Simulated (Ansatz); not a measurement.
**ScAl3: equation of state with PBEsol**

**What was measured.**

From “A Combined Experimental and First-Principles Based Assessment of Finite-Temperature Thermodynamic Properties of Intermetallic Al3Sc”, 2021, pmc:8067998, for a bulk crystal of ScAl3 at 298 K: bulk modulus 91.5 ± 1.1 GPa.

ScAl3:

```
Sc Al
1.0
     4.08781    0.00000    0.00000
     0.00000    4.08781    0.00000
     0.00000    0.00000    4.08781
Sc Al
1 3
Direct
  0.00000 0.00000 0.00000
  0.50000 0.50000 0.00000
  0.00000 0.50000 0.50000
  0.50000 0.00000 0.50000
```

The cell is a database's computed one.

- Program: Ansatz 0.2.0
- Task: equation of state
- Functional: PBEsol
- Potentials or basis: Ansatz PAW
- Cutoff: 420 eV
- Density cutoff: 1680 eV
- k mesh: 7 × 7 × 7
- Occupations: fermi-dirac, width 0.05 eV
- Spin: no spin polarisation

```
Equilibrium volume                      : 16.87 Å³/atom
Bulk modulus                            : 92 GPa
Pressure derivative of the bulk modulus : 4.1
```

Energy against volume, from the lowest point:
```tsv
volume (Å³/atom)	energy (meV/atom)
16.052	12.03
16.394	3.72
16.735	0.00
17.077	0.44
17.419	4.64
17.760	12.21
18.102	22.84
```

All runs of the series together: 5.5 s on 2 threads of Intel(R) Xeon(R) Platinum 8488C (Sapphire Rapids), with other jobs on the host.

A measured bulk modulus of ScAl3 is 91.5 GPa (298 K; quoted in “A Combined Experimental and First-Principles Based Assessment of Finite-Temperature Thermodynamic Properties of Intermetallic Al3Sc”, 2021, pmc:8067998); the calculated 92 GPa misses it by +1.0 %. The fit is for a static lattice scaled at fixed shape and fixed fractional positions.
